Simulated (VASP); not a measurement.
BeTe, 2 atoms in the cell. Symmetry: F-43m, No. 216, cubic system. The conventional cell has a = 5.612 Å, b = 5.612 Å, c = 5.612 Å, α = 90.00°, β = 90.00°, γ = 90.00°. Be (site symmetry -43m) has 4 Te at 2.43 Å as nearest neighbours. Te (site symmetry -43m) is surrounded by 4 Be at 2.43 Å. 

- Program: VASP 6.6.1
- Task: dielectric tensor
- Functional: PBE
- Potentials or basis: VASP PAW PBE potentials, release 64 (Be, Te)
- Cutoff: 520 eV
- k mesh: 14 × 14 × 14
- Occupations: gaussian, width 0.03 eV
- Spin: no spin polarisation
- Monkhorst-Pack mesh: yes
- Further INCAR settings: ALGO = Fast; EDIFF = 1e-08

Potentials or basis: VASP PAW PBE potentials, release 64 (Be, Te).

Run with:

```bash
$ cat potpaw_PBE.64/Be/POTCAR potpaw_PBE.64/Te/POTCAR > POTCAR
$ mpirun -np 1 vasp_std > vasp.out
```

Hardware: 1 thread of Intel(R) Xeon(R) 6975P-C (Granite Rapids) (shared host).

**Question.** How long does it take, and how much memory?

**Answer.** It took 17 min on 1 thread of Intel(R) Xeon(R) 6975P-C (Granite Rapids) (shared host), peak memory 1.3 GiB. Counts: scf iterations 115, k points 280.
